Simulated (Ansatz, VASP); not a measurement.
**TaN: VASP beside Ansatz**

```
Ta N
1.0
     2.93800    0.00000    0.00000
    -1.46900    2.54438    0.00000
     0.00000    0.00000    2.88300
Ta N
1 1
Direct
  0.33333 0.66667 0.50000
  0.00000 0.00000 0.00000
```

Alike in both runs: task single point; functional LDA; k mesh 5 × 5 × 5; occupations gaussian, width 0.15 eV; no spin polarisation.

|  | VASP | Ansatz |
| --- | --- | --- |
| version | VASP 6.6.1 | Ansatz 0.2.0 |
| potentials or method | VASP PAW LDA potentials, release 64 (Ta_pv, N) | plane waves, PAW |
| plane-wave cutoff (eV) | 520 | 450 |
| valence electrons in the cell | 16 | 18 |

```tsv
	VASP	Ansatz	Ansatz less VASP
pressure (GPa)	-9.9	-11.7	-1.75
largest component of the traceless stress (GPa)	1.39	1.53	+0.134
```

The two sets of potentials don't hold the same shells in valence. Ansatz warned: «stress_scf_threshold_loose».

Caveats: the k mesh is coarse (spacing up to 0.49 Å⁻¹), so the values aren't converged. Spin-orbit coupling is left out, which matters for the levels of Ta.
